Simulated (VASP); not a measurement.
# Ga: restarted molecular dynamics, 2 variants

Ga, I-43d (no. 220), 12 atoms in the cell. PBE, molecular dynamics; PAW potentials Ga (PBE set).

| Restart from | Temperature at the end (K) | The same without a restart (K) | Potential energy at the end (eV/atom) | The same without a restart (eV/atom) | Electronic steps in the first step after the restart | Time (s) |
|---|---|---|---|---|---|---|
| CONTCAR with velocities, WAVECAR read | 878.0 | 878.0 | -2.92497 | -2.92497 | 4 | 214 |
| CONTCAR with velocities, no WAVECAR | 878.0 | 878.0 | -2.92497 | -2.92497 | 12 | 222 |

Limits: 180 fs of 12 atoms are too short for converged averages.

## Input of the first row

INCAR.step1:
```
ALGO = Fast
EDIFF = 1E-6
ENCUT = 200
GGA = PE
IBRION = 0
ISIF = 2
ISMEAR = -1
ISYM = 0
KPAR = 2
LASPH = True
LCHARG = False
LREAL = Auto
LWAVE = True
MDALGO = 4
NELM = 60
NELMIN = 4
NHC_NCHAINS = 3
NHC_PERIOD = 30
NSW = 30
POTIM = 3.0
PREC = Normal
RANDOM_SEED = 208325 0 0
SIGMA = 0.05
TEBEG = 1000
```

INCAR.step2, as INCAR.step1 but for:
```
- LWAVE = True
+ LWAVE = False
```

KPOINTS:
```
k-points
0
Monkhorst-Pack
  2 2 2
```

POSCAR.step1:
```
Ga
1.0
    5.9848207012      0.0000000000      0.0000000000
    0.0000000000      5.9848207012      0.0000000000
    0.0000000000      0.0000000000      5.9848207012
Ga
12
Direct
    0.5000000000      0.2500000000      0.1250000000
    0.2500000000      0.1250000000      0.5000000000
    0.7500000000      0.3750000000      0.5000000000
    0.1250000000      0.5000000000      0.2500000000
    0.5000000000      0.7500000000      0.3750000000
    0.3750000000      0.5000000000      0.7500000000
    0.0000000000      0.7500000000      0.6250000000
    0.7500000000      0.6250000000      0.0000000000
    0.2500000000      0.8750000000      0.0000000000
    0.6250000000      0.0000000000      0.7500000000
    0.0000000000      0.2500000000      0.8750000000
    0.8750000000      0.0000000000      0.2500000000
```

Commands (each step's output is kept before the next begins):
```
cat potpaw_PBE.64/Ga/POTCAR > POTCAR
cp INCAR.step1 INCAR
cp POSCAR.step1 POSCAR
mpirun -np 2 vasp_std > vasp.out
cp CONTCAR POSCAR
cp INCAR.step2 INCAR
mpirun -np 2 vasp_std > vasp.out
```

Changes of the last row against the first:
```
(step 1)
- LWAVE = True
+ LWAVE = False
```

VASP 6.6.1 took 214 s on 2 cores (Intel Xeon Platinum 8375C @ 2.90GHz (Ice Lake)), a shared host.
